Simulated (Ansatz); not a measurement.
Zn started in the widest void in corundum Al2O3, 121 atoms, charge +2

All numbers come from Ansatz (PAW, plane waves, no spin–orbit coupling) at the single k point (¼, ¼, ¼) without its symmetry partners. The atoms were relaxed with PBEsol in a fixed cell; other functionals are single points on those atoms unless said otherwise. The valence top and gap of the host come from its small cell on a dense mesh, with the band extrema sought between the mesh points, lined up by the mean potential, PBEsol gap 6.03 eV, HSE06 gap 7.99 eV, r²SCAN gap 7.03 eV. The charge correction uses an assumed dielectric constant of 10.

Relaxed structure:

```
CELL_PARAMETERS angstrom
9.54786 0.00000 0.00000
-4.77393 8.26869 0.00000
0.00000 0.00000 13.01358
ATOMIC_POSITIONS crystal
Al 0.33207 0.16451 0.18364
Al 0.33250 0.66807 0.18364
Al 0.83339 0.16673 0.18468
Al 0.83561 0.66762 0.18365
Al 0.16427 0.33143 0.01932
Al 0.16673 0.83340 0.01895
Al 0.66866 0.33288 0.01931
Al 0.66721 0.83583 0.01931
Al 0.16341 0.33146 0.31234
Al 0.16671 0.83342 0.31357
Al 0.66866 0.33208 0.31235
Al 0.66804 0.83668 0.31235
Al 0.15809 0.32957 0.51971
Al 0.16675 0.83340 0.51954
Al 0.67058 0.32860 0.51973
Al 0.67157 0.84203 0.51973
Al 0.00085 0.00063 0.35104
Al 0.99949 0.50028 0.35104
Al 0.49983 0.99927 0.35105
Al 0.50001 0.50002 0.32587
Al 0.99977 0.99984 0.14725
Al 0.00027 0.50005 0.14724
Al 0.50007 0.00034 0.14725
Al 0.50003 0.50009 0.13500
Al 0.99926 0.99951 0.64922
Al 0.00065 0.49987 0.64921
Al 0.50028 0.00089 0.64920
Al 0.50004 0.50007 0.67437
Al 0.00033 0.00030 0.85301
Al 0.99983 0.50009 0.85301
Al 0.50005 0.99981 0.85300
Al 0.50008 0.50008 0.86525
Al 0.33204 0.16343 0.68791
Al 0.33147 0.66807 0.68791
Al 0.83340 0.16673 0.68668
Al 0.83667 0.66866 0.68791
Al 0.32856 0.15811 0.48053
Al 0.32954 0.67154 0.48052
Al 0.83337 0.16674 0.48073
Al 0.84205 0.67058 0.48054
Al 0.33289 0.16431 0.98094
Al 0.33143 0.66724 0.98093
Al 0.83339 0.16675 0.98132
Al 0.83584 0.66870 0.98094
Al 0.16449 0.33251 0.81661
Al 0.16672 0.83340 0.81559
Al 0.66761 0.33209 0.81660
Al 0.66804 0.83563 0.81660
O 0.15317 0.00073 0.25070
O 0.15412 0.50087 0.25022
O 0.65297 0.00151 0.25055
O 0.65329 0.49663 0.24440
O 0.33301 0.01321 0.08355
O 0.33187 0.51423 0.08120
O 0.83327 0.01415 0.08393
O 0.83476 0.51436 0.08321
O 0.99861 0.15155 0.25050
O 0.99942 0.65254 0.25066
O 0.49927 0.15334 0.25019
O 0.50350 0.65675 0.24436
O 0.34330 0.34677 0.24438
O 0.34755 0.84692 0.25070
O 0.84854 0.34713 0.25054
O 0.84676 0.84598 0.25021
O 0.17963 0.16532 0.08317
O 0.18023 0.66710 0.08351
O 0.68091 0.16684 0.08391
O 0.68240 0.66824 0.08118
O 0.18072 0.01489 0.58344
O 0.18330 0.51515 0.58285
O 0.68013 0.01618 0.58330
O 0.67597 0.50784 0.58731
O 0.16818 0.18332 0.41741
O 0.16396 0.68014 0.41698
O 0.66589 0.18077 0.41684
O 0.66821 0.67603 0.41298
O 0.01490 0.33420 0.41679
O 0.01622 0.83614 0.41694
O 0.50780 0.33192 0.41294
O 0.51516 0.83191 0.41739
O 0.01318 0.18023 0.91672
O 0.01411 0.68090 0.91634
O 0.51433 0.17962 0.91707
O 0.51420 0.68238 0.91907
O 0.00069 0.34760 0.74959
O 0.00149 0.84859 0.74975
O 0.49659 0.34337 0.75589
O 0.50084 0.84680 0.75007
O 0.48591 0.31776 0.08119
O 0.48577 0.82051 0.08319
O 0.98599 0.31924 0.08391
O 0.98694 0.81992 0.08353
O 0.48495 0.16825 0.58288
O 0.49232 0.66824 0.58734
O 0.98390 0.16402 0.58332
O 0.98521 0.66593 0.58346
O 0.33191 0.32415 0.58729
O 0.33422 0.81938 0.58342
O 0.83615 0.32001 0.58328
O 0.83195 0.81683 0.58284
O 0.32415 0.49232 0.41295
O 0.31999 0.98396 0.41696
O 0.81683 0.48501 0.41740
O 0.81940 0.98527 0.41681
O 0.31772 0.33191 0.91907
O 0.31920 0.83330 0.91636
O 0.81986 0.33304 0.91674
O 0.82048 0.83480 0.91708
O 0.34713 0.99862 0.74971
O 0.34680 0.50351 0.75587
O 0.84693 0.99940 0.74956
O 0.84600 0.49928 0.75004
O 0.15335 0.15416 0.75004
O 0.15157 0.65302 0.74972
O 0.65256 0.15322 0.74956
O 0.65678 0.65334 0.75588
O 0.16532 0.48576 0.91705
O 0.16684 0.98599 0.91632
O 0.66824 0.48591 0.91905
O 0.66710 0.98693 0.91671
Zn 0.50009 0.50010 0.50013
```

Chemical potentials μ are those of reference phases of the elements at zero temperature by the same functional (the usual solids, diamond for C, grey Sn, and the molecules H2, N2, O2, F2, Cl2, Br2 and S8).

| functional | E(defect) − E(host) − Σ nμ + q·E_VBM (eV) | monopole (eV) | alignment (eV) | formation energy at E_F = VBM (eV) | moment (μB) | wall time, shared host |
| --- | --- | --- | --- | --- | --- | --- |
| PBEsol | -1.80 | 0.77 | 0.31 | -0.72 | 0 (no spin) | 7 s on NVIDIA GB200 (relaxation) |

(1) Estimate the formation energy and moment that HSE06 gives on these atoms.

HSE06 one-electron levels near the gap (the ten most localised at most), from the host's valence top, not corrected for the charge's images:

```
level (eV)  spin  filling  atoms sharing it  element of the atom with most weight
     -0.29  both     2.00              58.1                                spread
     -0.25  both     2.00              50.7                                spread
     -0.23  both     2.00              60.6                                spread
     -0.21  both     2.00              57.2                                spread
     -0.18  both     2.00              51.3                                spread
     -0.16  both     2.00              49.2                                spread
     -0.10  both     2.00              67.4                                spread
     -0.09  both     2.00              54.1                                spread
     -0.07  both     2.00              49.9                                spread
      0.01  both     2.00              57.5                                spread
```

r²SCAN one-electron levels near the gap (the ten most localised at most), from the host's valence top, not corrected for the charge's images:

```
level (eV)  spin  filling  atoms sharing it  element of the atom with most weight
     -0.27  both     2.00              52.0                                spread
     -0.26  both     2.00              44.0                                spread
     -0.24  both     2.00              51.2                                spread
     -0.19  both     2.00              52.0                                spread
     -0.16  both     2.00              54.9                                spread
     -0.14  both     2.00              56.8                                spread
     -0.13  both     2.00              44.8                                spread
     -0.04  both     2.00              48.1                                spread
      0.00  both     2.00              28.4                                    Zn
      0.04  both     2.00              47.0                                spread
```

All elements are taken at their own reference at once; growth conditions in equilibrium with the host shift these energies, by up to the host's formation enthalpy.

One k point and a cell of this size can leave errors of several tenths of an eV in such numbers.

## Answers

(1) -2.86 eV at E_F = VBM (-3.95 eV before the monopole term 0.77 eV and the alignment 0.32 eV), moment 0 (no spin). r²SCAN gives -1.21 eV.
